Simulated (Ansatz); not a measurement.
Set up this calculation in Ansatz 0.2.0, as the native input.

```yaml
Task: relaxation of cell and atoms
Functional: RPBE
Potentials_or_basis: Ansatz PAW
Cutoff: "420 eV (not typed: the program's choice for these potentials)"
k_mesh: 11 × 11 × 6
Occupations: fermi-dirac, width 0.05 eV
Spin: no spin polarisation
```

The system is Re.

```
Re
1.0
     2.76080    0.00000    0.00000
    -1.38040    2.39092    0.00000
     0.00000    0.00000    4.45820
Re
2
Direct
  0.66667 0.33333 0.75000
  0.33333 0.66667 0.25000
```

One way to write it, as run:

input.yaml

```yaml
crystal:
  lattice:
    - [2.7608, 0.0, 0.0]
    - [-1.3804, 2.3909229348, 0.0]
    - [0.0, 0.0, 4.4582]
  atoms:
    - { symbol: Re, position: [0.6666666667, 0.3333333333, 0.75] }
    - { symbol: Re, position: [0.3333333333, 0.6666666667, 0.25] }
hamiltonian:
  xc: rpbe
  pseudopotentials: { kind: paw }
kpoints:
  mp_grid: { grid: [11, 11, 6] }
scf:
  occupations: { method: fermi_dirac, width: 0.05 }
output:
  forces: true
  stress: true
relax:
  f_tol: 0.01
  max_steps: 40
  cell: { stress_tol: 0.05 }
```

Potentials or basis: Ansatz PAW.

Launch:

```sh
$ ansatz run input.yaml --threads 2 --pin off --max-ram 5120MiB --backend cpu --events-out ev --progress --plain --runs-dir out
```

It gave:

| Item | Value |
| --- | --- |
| Relaxed volume | 15.11 Å³/atom |
| Relaxed cell | a = 2.784 Å, b = 2.784 Å, c = 4.502 Å, α = 90.00°, β = 90.00°, γ = 120.00° |
| Space group after relaxing (to 0.05 Å) | P6_3/mmc (No. 194) |
| Energy gained by relaxing | 12.0 meV/atom |
| Ionic steps | 5 |
| Pressure after relaxing | 0.0 GPa |

Caveat: the plane-wave basis is chosen anew once the cell has moved, so the energies of steps on either side of that aren't comparable; the PAW data sets come from PBE, with cores solved anew for the run's functional, which leaves a small shift of forces and pressure.

Wall time 5 s on 2 threads of Arm Neoverse V1 (shared host), peak memory 0.3 GiB.
